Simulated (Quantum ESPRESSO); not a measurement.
# ZnSe (Stilleite): zone-centre phonons, part 2 of 2

Which modes does ZnSe (Stilleite) have at the zone centre?

Quantum ESPRESSO 7.5; DFT LDA, scalar-relativistic, plane waves, GBRV ultrasoft pseudopotentials.

So far. Step 2 (A probe with smearing): A gap of 1.0 eV opens on this mesh, so the crystal is taken as an insulator; the start stands at -3.4 GPa. Step 4 (Self-consistent run for the response): The cell stands at -0.23 GPa, close enough for stiff modes, while soft ones can move. The relaxed cell has a = 5.570 Å (conventional setting).

## Step 5: Linear response at Γ

At q = 0 one unit cell holds all displacements; symmetry groups them into irreducible representations that are solved one by one. The response to a field gives ε∞ and the Born charges, which polar modes need.

The input, ph.in:

```
phonons
 &inputph
    prefix='x',
    outdir='./tmp',
    fildyn='g.dyn',
    tr2_ph=1.0d-18,
    epsil=.true.,
 /
0.000000000000 0.000000000000 0.000000000000
```

Command:

```sh
OMP_NUM_THREADS=1 mpirun -n 4 ph.x -nk 4 -in ph.in > ph.out
```

Output:

```text
[banners, grids, parts of the stress and lines that vanish by symmetry left out]
[banner, memory and clock lines left out]
Program PHONON v.7.5

     ./tmp/x.save/

     IMPORTANT: XC functional enforced from input :
     Exchange-correlation= PZ
                           (   1   1   0   0   0   0   0)
     Any further DFT definition will be discarded
     Please, verify this is what you really want

     G-vector sticks info

     Reading collected, re-writing distributed wavefunctions in ./tmp/

     Number and degeneracy of irreps per q-point
       N         xq(1)         xq(2)         xq(3)   N irreps
       1   0.000000000   0.000000000   0.000000000       2
        3   3

     Calculation of q =    0.0000000   0.0000000   0.0000000

     phonons

     bravais-lattice index     =            0
     lattice parameter (alat)  =       7.4434  a.u.
     unit-cell volume          =     291.6124 (a.u.)^3
     number of atoms/cell      =            2
     number of atomic types    =            2
     kinetic-energy cut-off    =      45.0000  Ry
     charge density cut-off    =     270.0000  Ry
     convergence threshold     =      1.0E-18
     beta                      =       0.7000
     number of iterations used =            4
     Exchange-correlation= PZ
                           (   1   1   0   0   0   0   0)

     celldm(1)=    7.44344  celldm(2)=    0.00000  celldm(3)=    0.00000
     celldm(4)=    0.00000  celldm(5)=    0.00000  celldm(6)=    0.00000

     crystal axes: (cart. coord. in units of alat)
               a(1) = (  0.0000  0.7071  0.7071 )
               a(2) = (  0.7071  0.0000  0.7071 )
               a(3) = (  0.7071  0.7071  0.0000 )

     reciprocal axes: (cart. coord. in units 2 pi/alat)
               b(1) = ( -0.7071  0.7071  0.7071 )
               b(2) = (  0.7071 -0.7071  0.7071 )
               b(3) = (  0.7071  0.7071 -0.7071 )

     Atoms inside the unit cell:

     Cartesian axes

     site n.  atom      mass           positions (alat units)
        1  Zn     65.3800   tau(    1) = (    0.00000    0.00000    0.00000  )
        2  Se     78.9710   tau(    2) = (    0.35355    0.35355    0.35355  )

     Computing dynamical matrix for
                    q = (   0.0000000   0.0000000   0.0000000 )

     25 Sym.Ops. (with q -> -q+G )

     G cutoff =  378.9233  (  22075 G-vectors)     FFT grid: ( 40, 40, 40)
     G cutoff =  252.6155  (  11935 G-vectors)  smooth grid: ( 32, 32, 32)
     number of k points=    29
                       cart. coord. in units 2pi/alat
        k(    1) = (   0.0000000   0.0000000   0.0000000), wk =   0.0039062
        k(    2) = (   0.0883883   0.0883883  -0.0883883), wk =   0.0312500
        k(    3) = (   0.1767767   0.1767767  -0.1767767), wk =   0.0312500
        [... further k-points left out ...]

     PseudoPot. # 1 for Zn read from file:
     ./pseudo/Zn.upf
     Pseudo is Ultrasoft, Zval = 20.0
     Using radial grid of  943 points,  6 beta functions with:
                l(1) =   0
                l(2) =   0
                l(3) =   1
                l(4) =   1
                l(5) =   2
                l(6) =   2
     Q(r) pseudized with  8 coefficients,  rinner =    1.100   1.100   1.100
                                                       1.100   1.100

     PseudoPot. # 2 for Se read from file:
     ./pseudo/Se.upf
     Pseudo is Ultrasoft + core correction, Zval =  6.0
     Using radial grid of  877 points,  6 beta functions with:
                l(1) =   0
                l(2) =   0
                l(3) =   1
                l(4) =   1
                l(5) =   2
                l(6) =   2
     Q(r) pseudized with  8 coefficients,  rinner =    1.300   1.300   1.300
                                                       1.300   1.300

     Mode symmetry, T_d (-43m)  point group:

     Electric field:
     Dielectric constant
     Born effective charges as d Force / d E

     Atomic displacements:
     There are    2 irreducible representations

     Representation     1      3 modes -  To be done

     Representation     2      3 modes -  To be done

     Alpha used in Ewald sum =   2.6000

     Electric Fields Calculation

      iter #   1   av.it.:   9.5
      thresh= 1.000E-02 alpha_mix =  0.700 |ddv_scf|^2 =  1.890E-07

      iter #   2   av.it.:  19.9
      thresh= 4.347E-05 alpha_mix =  0.700 |ddv_scf|^2 =  9.804E-09

      iter #   3   av.it.:  19.9
      thresh= 9.902E-06 alpha_mix =  0.700 |ddv_scf|^2 =  1.024E-10

      iter #   4   av.it.:  21.5
      thresh= 1.012E-06 alpha_mix =  0.700 |ddv_scf|^2 =  1.779E-12

      iter #   5   av.it.:  20.3
      thresh= 1.334E-07 alpha_mix =  0.700 |ddv_scf|^2 =  8.180E-14

      iter #   6   av.it.:  20.4
      thresh= 2.860E-08 alpha_mix =  0.700 |ddv_scf|^2 =  1.574E-16

      iter #   7   av.it.:  22.0
      thresh= 1.255E-09 alpha_mix =  0.700 |ddv_scf|^2 =  8.780E-18

      iter #   8   av.it.:  21.8
      thresh= 2.963E-10 alpha_mix =  0.700 |ddv_scf|^2 =  1.687E-20

     End of electric fields calculation

          Dielectric constant in cartesian axis

          (       8.401571884       0.000000000      -0.000000000 )
          (       0.000000000       8.401571884       0.000000000 )
          (       0.000000000       0.000000000       8.401571884 )

          Effective charges (d Force / dE) in cartesian axis without acoustic sum rule applied (asr)

           atom    1  Zn    Mean Z*:        1.98315
      Ex  (        1.98315        0.00000        0.00000 )
      Ey  (        0.00000        1.98315       -0.00000 )
      Ez  (        0.00000       -0.00000        1.98315 )
           atom    2  Se    Mean Z*:       -2.03876
      Ex  (       -2.03876        0.00000        0.00000 )
      Ey  (       -0.00000       -2.03876       -0.00000 )
      Ez  (        0.00000       -0.00000       -2.03876 )

          Effective charges Sum: Mean:       -0.05560
             -0.05560        0.00000        0.00000
              0.00000       -0.05560       -0.00000
              0.00000       -0.00000       -0.05560

          Effective charges (d Force / dE) in cartesian axis with asr applied:
           atom    1  Zn    Mean Z*:        2.01095
      E*x (        2.01095        0.00000        0.00000 )
      E*y (        0.00000        2.01095       -0.00000 )
      E*z (        0.00000       -0.00000        2.01095 )
           atom    2  Se    Mean Z*:       -2.01095
      E*x (       -2.01095       -0.00000       -0.00000 )
      E*y (       -0.00000       -2.01095        0.00000 )
      E*z (       -0.00000        0.00000       -2.01095 )

     Representation #   1 modes #   1   2   3

     Self-consistent Calculation

      iter #   1   av.it.:   8.2
      thresh= 1.000E-02 alpha_mix =  0.700 |ddv_scf|^2 =  8.010E-08

      iter #   2   av.it.:  21.0
      thresh= 2.830E-05 alpha_mix =  0.700 |ddv_scf|^2 =  3.826E-09

      iter #   3   av.it.:  21.2
      thresh= 6.186E-06 alpha_mix =  0.700 |ddv_scf|^2 =  2.611E-10

      iter #   4   av.it.:  20.6
      thresh= 1.616E-06 alpha_mix =  0.700 |ddv_scf|^2 =  1.352E-12

      iter #   5   av.it.:  22.4
      thresh= 1.163E-07 alpha_mix =  0.700 |ddv_scf|^2 =  1.059E-14

      iter #   6   av.it.:  22.0
      thresh= 1.029E-08 alpha_mix =  0.700 |ddv_scf|^2 =  2.502E-16

[...]
End of self-consistent calculation

     Convergence has been achieved

     Representation #   2 modes #   4   5   6

     Self-consistent Calculation

[...]
iter #   3   av.it.:  22.6
      thresh= 3.536E-05 alpha_mix =  0.700 |ddv_scf|^2 =  4.675E-09

      iter #   4   av.it.:  22.5
      thresh= 6.837E-06 alpha_mix =  0.700 |ddv_scf|^2 =  7.649E-11

      iter #   5   av.it.:  21.6
      thresh= 8.746E-07 alpha_mix =  0.700 |ddv_scf|^2 =  1.577E-12

      iter #   6   av.it.:  22.7
      thresh= 1.256E-07 alpha_mix =  0.700 |ddv_scf|^2 =  7.253E-15

      iter #   7   av.it.:  22.2
      thresh= 8.516E-09 alpha_mix =  0.700 |ddv_scf|^2 =  2.977E-16

      iter #   8   av.it.:  21.0
      thresh= 1.725E-09 alpha_mix =  0.700 |ddv_scf|^2 =  3.213E-18

      iter #   9   av.it.:  22.4
      thresh= 1.792E-10 alpha_mix =  0.700 |ddv_scf|^2 =  1.793E-20

     End of self-consistent calculation

     Convergence has been achieved

     Number of q in the star =    1
     List of q in the star:
          1   0.000000000   0.000000000   0.000000000

          Dielectric constant in cartesian axis

          (       8.401571884       0.000000000      -0.000000000 )
          (       0.000000000       8.401571884       0.000000000 )
          (       0.000000000       0.000000000       8.401571884 )

          Effective charges (d Force / dE) in cartesian axis without acoustic sum rule applied (asr)

           atom    1  Zn    Mean Z*:        1.98315
      Ex  (        1.98315        0.00000        0.00000 )
      Ey  (        0.00000        1.98315       -0.00000 )
      Ez  (        0.00000       -0.00000        1.98315 )
           atom    2  Se    Mean Z*:       -2.03876
      Ex  (       -2.03876        0.00000        0.00000 )
      Ey  (       -0.00000       -2.03876       -0.00000 )
      Ez  (        0.00000       -0.00000       -2.03876 )

          Effective charges Sum: Mean:       -0.05560
             -0.05560        0.00000        0.00000
              0.00000       -0.05560       -0.00000
              0.00000       -0.00000       -0.05560

          Effective charges (d Force / dE) in cartesian axis with asr applied:
           atom    1  Zn    Mean Z*:        2.01095
      E*x (        2.01095        0.00000        0.00000 )
      E*y (        0.00000        2.01095       -0.00000 )
      E*z (        0.00000       -0.00000        2.01095 )
           atom    2  Se    Mean Z*:       -2.01095
      E*x (       -2.01095       -0.00000       -0.00000 )
      E*y (       -0.00000       -2.01095        0.00000 )
      E*z (       -0.00000        0.00000       -2.01095 )

     Diagonalizing the dynamical matrix

     q = (    0.000000000   0.000000000   0.000000000 )

 **************************************************************************
     freq (    1) =      -0.255112 [THz] =      -8.509635 [cm-1]
     freq (    2) =      -0.255112 [THz] =      -8.509635 [cm-1]
     freq (    3) =      -0.255112 [THz] =      -8.509635 [cm-1]
     freq (    4) =       6.540158 [THz] =     218.156178 [cm-1]
     freq (    5) =       6.540158 [THz] =     218.156178 [cm-1]
     freq (    6) =       6.540158 [THz] =     218.156178 [cm-1]
 **************************************************************************

     Mode symmetry, T_d (-43m)  point group:

     freq (   1-   3) =         -8.5  [cm-1]   --> T_2  G_15 P_4   I+R
     freq (   4-   6) =        218.2  [cm-1]   --> T_2  G_15 P_4   I+R
```

The job ended after 3.2 min (4 MPI ranks of AMD EPYC (Zen 3), shared host).

Numbers from this step:

```
miss of the charge sum rule                                       : 0.05561 e
largest acoustic frequency at the zone centre before the sum rule : -8.51 cm⁻¹
highest optical zone-centre mode (no LO-TO term)                  : 218.2 cm⁻¹
lowest optical zone-centre mode                                   : 218.2 cm⁻¹
mean high-frequency dielectric constant                           : 8.402
largest Born charge in size (third of the trace)                  : 2.039 e
```

Born charge (rows field, columns displacement), before the sum rule (e), principal values of the symmetric part by kind of site:

```
atom  atoms with these values    low  middle   high   mean
 Zn1                        1   1.98    1.98   1.98   1.98
 Se2                        1  -2.04   -2.04  -2.04  -2.04
```

In full for Se2:

```
-2.04  0.00  0.00
 0.00 -2.04  0.00
 0.00  0.00 -2.04
```

High-frequency dielectric tensor:

```
8.40 0.00 0.00
0.00 8.40 0.00
0.00 0.00 8.40
```

The acoustic modes at Γ come out as far as 8.5 cm⁻¹ from zero, where they should vanish, a small numerical error; the Born charges miss their sum rule by 0.056 e, too much: mesh or cutoff is short for the field response.

## Step 6: Modes with the sum rule

A rigid shift of the crystal must cost nothing, but grids and finite bases break this; the acoustic sum rule is imposed before the matrix is diagonalised again. With Born charges the intensities follow, and the static dielectric tensor.

The input, dynmat.in:

```
 &input
    fildyn='g.dyn',
    asr='simple',
    fileig='dynmat.eig',
    lperm=.true.,
 /
```

Command:

```sh
dynmat.x -in dynmat.in > dynmat.out
```

Output:

```text
[banner, memory and clock lines left out]
Program DYNMAT v.7.5

     Reading Dynamical Matrix from file g.dyn
     ...Force constants read
     ...epsilon and Z* read
     A direction for q was not specified:TO-LO splitting will be absent

     Polarizability (A^3 units)
     multiply by 0.288418 for Clausius-Mossotti correction
        25.452089    0.000000    0.000000
         0.000000   25.452089    0.000000
        -0.000000    0.000000   25.452089

     IR activities are in (D/A)^2/amu units

# mode   [cm-1]    [THz]      IR
    1      0.00    0.0000    0.0000
    2      0.00    0.0000    0.0000
    3      0.00    0.0000    0.0000
    4    218.33    6.5455    2.6084
    5    218.33    6.5455    2.6084
    6    218.33    6.5455    2.6084

Electronic dielectric permittivity tensor (relative, adimensional)
         8.401572    0.000000    0.000000
         0.000000    8.401572    0.000000
        -0.000000    0.000000    8.401572

 ... with zone-center polar mode contributions
        11.102290    0.000000    0.000000
         0.000000   11.102290    0.000000
         0.000000    0.000000   11.102290
```

Run time: 0.83 s. Hardware: 1 thread.

This step gave:

```yaml
highest_optical_zone_centre_mode_no_lo_to_term: 218.3 cm⁻¹
lowest_optical_zone_centre_mode: 218.3 cm⁻¹
mean_static_dielectric_constant: 11.10
```

Unit eigenvectors of the mass-weighted matrix after the sum rule; no LO-TO term. Modes at Γ, with each element's share of the kinetic energy:

```csv
mode,frequency (cm⁻¹),symmetry,Zn %,Se %
1,0.0,acoustic,45,55
2,0.0,acoustic,45,55
3,0.0,acoustic,45,55
4,218.3,T2,55,45
5,218.3,T2,55,45
6,218.3,T2,55,45
```

Displacements in mode 4 (218.3 cm⁻¹), the largest set to 1:
```
Zn1  0.00  1.00  0.00
Se2  0.00 -0.83  0.00
```

Degenerate modes summed, no LO-TO term. Infrared lines, with heights relative to the strongest:

```
position (cm⁻¹)  lines merged  label  IR intensity, relative
            218             3     T2                     100
```

Static dielectric tensor (ions relaxed, fixed cell):

```
11.10  0.00  0.00
 0.00 11.10  0.00
 0.00  0.00 11.10
```

The rule moves no optical mode by more than 0.2 cm⁻¹.

## Step 7: Modes along a direction of q (1 0 0)

A longitudinal polar mode sets up a macroscopic field that stiffens it; the term hangs on the direction from which q goes to zero.

The input, dynmat.in:

```
 &input
    fildyn='g.dyn',
    asr='simple',
    fileig='dynmat.eig',
    q(1)=1.0,
    q(2)=0.0,
    q(3)=0.0,
 /
```

Command:

```sh
dynmat.x -in dynmat.in > dynmat.out
```

Output:

```text
[banner, memory and clock lines left out]
Program DYNMAT v.7.5

     Reading Dynamical Matrix from file g.dyn
     ...Force constants read
     ...epsilon and Z* read

     Polarizability (A^3 units)
     multiply by 0.288418 for Clausius-Mossotti correction
        25.452089    0.000000    0.000000
         0.000000   25.452089    0.000000
        -0.000000    0.000000   25.452089

     IR activities are in (D/A)^2/amu units

# mode   [cm-1]    [THz]      IR
    1     -0.00   -0.0000    0.0000
    2      0.00    0.0000    0.0000
    3      0.00    0.0000    0.0000
    4    218.33    6.5455    2.6084
    5    218.33    6.5455    2.6084
    6    250.99    7.5244    2.6084
```

Wall time 0.84 s (1 thread).

Read from the output:

- highest mode moved by the LO-TO term: 251.0 cm⁻¹

Zone-centre frequencies as printed; negative means imaginary. Modes:

| mode | frequency (cm⁻¹) |
| --- | --- |
| 1 | 0 |
| 2 | 0 |
| 3 | 0 |
| 4 | 218.3 |
| 5 | 218.3 |
| 6 | 251 |

The field moves one mode, from 218 to 251 cm⁻¹; the others stay.

## Step 8: What came out

- space group after relaxation: F-43m
- volume per atom: 21.6 Å³
- gap on the k-mesh: 1.23 eV
- highest optical zone-centre mode (no LO-TO term): 218.3 cm⁻¹
- highest mode moved by the LO-TO term (probably not converged in the k mesh): 251.0 cm⁻¹
- mean high-frequency dielectric constant (probably not converged in the k mesh): 8.40
- largest Born charge in size (third of the trace) (probably not converged in the k mesh): 2.04 e
- mean static dielectric constant (probably not converged in the k mesh): 11.1
- imaginary optical modes at the zone centre (no q mesh in this session): none

**Reading.** At the LDA level the optical modes of ZnSe (Stilleite) at the zone centre (no LO-TO term) lie at 218 cm⁻¹. Along the directions run, the highest mode that the macroscopic field moves lies at 251 cm⁻¹. Lattice motion raises the mean dielectric constant from 8.402 to 11.10. The Born charges miss their sum rule by 0.056 e, a sign that the k mesh or the cutoff is short for the field response. ε∞, the Born charges and what follows from them are probably not converged in the k mesh. The Lyddane-Sachs-Teller relation holds: (ωLO/ωTO)² is 1.32 and ε₀/ε∞ is 1.32. Left out of this account: PBE with GBRV ultrasoft, since it is gradient-corrected and no frozen-mode check or second program bears its response out; PBEsol with GBRV ultrasoft, since it is gradient-corrected and no frozen-mode check or second program bears its response out. What is said of the levels holds for those shown. These are harmonic frequencies at zero temperature: anharmonic shifts and linewidths and thermal expansion are left out.

Calculation against experiment:

```
             quantity  measured  LDA GBRV ultrasoft, Quantum ESPRESSO
Raman mode, TO (cm⁻¹)       207                          218 (+5.5 %)
```

Measured values from arxiv:2008.07187 (2020).

**Verdict.** The Raman mode is off by +5.5 %: fair agreement. The grades are ours: good and fair within 3 and 7 % for the Raman mode. Zero-point motion and thermal expansion are not in the computed Raman mode. Limits of convergence are named above.

[Host names and launcher messages were left out of these logs when they were recorded.]

[Logs are printed without paths, hosts, clocks, repeated set-up lines and the standing remarks that a program may print on its own settings, such as how far it seeks lower states.]

[Hosts, paths, dates, database ids (printed as entryN), source tags and the programs' standing remarks are cut or masked in the printed files.]
